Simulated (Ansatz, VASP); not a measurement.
**Te in VASP and in Ansatz**

Contents of INCAR:

```
SYSTEM = Te
ALGO     = Normal         ! electronic algorithm
EDIFF    = 1E-7           ! SCF threshold, eV
ENCUT    = 520            ! plane-wave cutoff, eV
GGA      = PE             ! functional
ISIF     = 2              ! what is computed and relaxed
ISMEAR   = -1             ! smearing method
LASPH    = .TRUE.         ! aspherical terms in the spheres
LCHARG   = .FALSE.        ! write CHGCAR
LREAL    = .FALSE.        ! projectors in reciprocal space
LWAVE    = .FALSE.        ! write WAVECAR
NBANDS   = 9              ! bands
NELM     = 80             ! most SCF steps
PREC     = Accurate       ! precision mode
SIGMA    = 0.05           ! smearing width, eV
```

File KPOINTS:

```
k-points
0
G
  9 9 9
  0 0 0
```

POSCAR

```
Te
1.0
    2.2747396529      1.3133215509      1.6681001767
   -2.2747396529      1.3133215509      1.6681001767
    0.0000000000     -2.6266431019      1.6681001767
Te
1
Direct
    0.5000000000      0.5000000000      0.5000000000
```

input.yaml

```yaml
crystal:
  lattice:
    - [2.2747396529, 1.3133215509, 1.6681001767]
    - [-2.2747396529, 1.3133215509, 1.6681001767]
    - [0.0, -2.6266431019, 1.6681001767]
  atoms:
    - { symbol: Te, position: [0.5, 0.5, 0.5] }
hamiltonian:
  xc: pbe
  pseudopotentials: { kind: paw }
kpoints:
  mp_grid: { grid: [9, 9, 9] }
scf:
  occupations: { method: fermi_dirac, width: 0.05 }
output:
  forces: true
  stress: true
  eigenvalues: true
  write_density: true
  write_potential: true
  elf: true
  volumetric_format: npy
```

Change from the starting cell: volume scaled by 0.96.

Alike in both runs: task single point; functional PBE; k mesh 9 × 9 × 9; occupations fermi-dirac, width 0.05 eV; no spin polarisation.

|  | VASP | Ansatz |
| --- | --- | --- |
| version | VASP 6.6.1 | Ansatz 0.2.0 |
| potentials or method | VASP PAW PBE potentials, release 64 (Te) | Ansatz PAW |
| plane-wave cutoff (eV) | 520 | 420 |
| valence electrons in the cell | 6 | 16 |

```csv
,VASP,Ansatz,Ansatz less VASP
gap on the k mesh at the Fermi level (eV),none,none,-
pressure (GPa),5.3,5.4,+0.03
largest component of the traceless stress (GPa),0.41,0.40,-0.010
```

A gap of «none» marks a metal or a gap that the smearing closes. The two sets of potentials don't hold the same shells in valence.

The runs have no spin-orbit coupling, so splittings on Te are missing.
